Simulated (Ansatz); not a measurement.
# CdTe: the cost of one run

All numbers below are computed with Ansatz 0.2.0 (DFT PBE, scalar-relativistic, plane waves, PAW).

3 further runs of the same task are left out: 3 set aside as unsound or not needed.

**1. The starting structure**

The cell holds 32 atoms (Cd15CuTe16): a = 11.466 Å, b = 11.466 Å, c = 11.466 Å, α = 109.47°, β = 109.47°, γ = 109.47°.

The coordinates of this cell stand in the input of its own run.

The host was relaxed before at PBE: a = 6.620 Å, b = 6.620 Å, c = 6.620 Å, α = 90.00°, β = 90.00°, γ = 90.00° (conventional cell), 36.265 Å³/atom.

Places, in fractions of the supercell: Cu in place of Cd at (0.000, 0.000, 0.000). The start keeps the symmetry of the ideal site.

**2. Band edges of the host over the zone**

Input file input.yaml:

```yaml
crystal:
  lattice:
    - [0.0, 3.3100202335, 3.3100202335]
    - [3.3100202335, 0.0, 3.3100202335]
    - [3.3100202335, 3.3100202335, 0.0]
  atoms:
    - { symbol: Cd, position: [0.0, 0.0, 0.0] }
    - { symbol: Te, position: [0.25, 0.25, 0.25] }
basis:
  ecutwfc: 420
  xc_grid: 2
kpoints:
  mp_grid: { grid: [8, 8, 8] }
  band_path: { path: [VBM, CBM], npoints: 2 }
hamiltonian:
  xc: pbe
scf:
  occupations: { method: gaussian, width: 0.02 }
output:
  forces: true
  stress: true
  eigenvalues: true
```

Run with:

```
ansatz run input.yaml --threads 8 --pin off --max-ram 16384MiB --backend cpu --events-out ev --progress --plain --runs-dir out
```

**Question.** How long does this run take on 8 threads of Arm Neoverse V1, shared host, and how much memory does it need?

About 2.1 s, with a peak of 0.45 GiB.
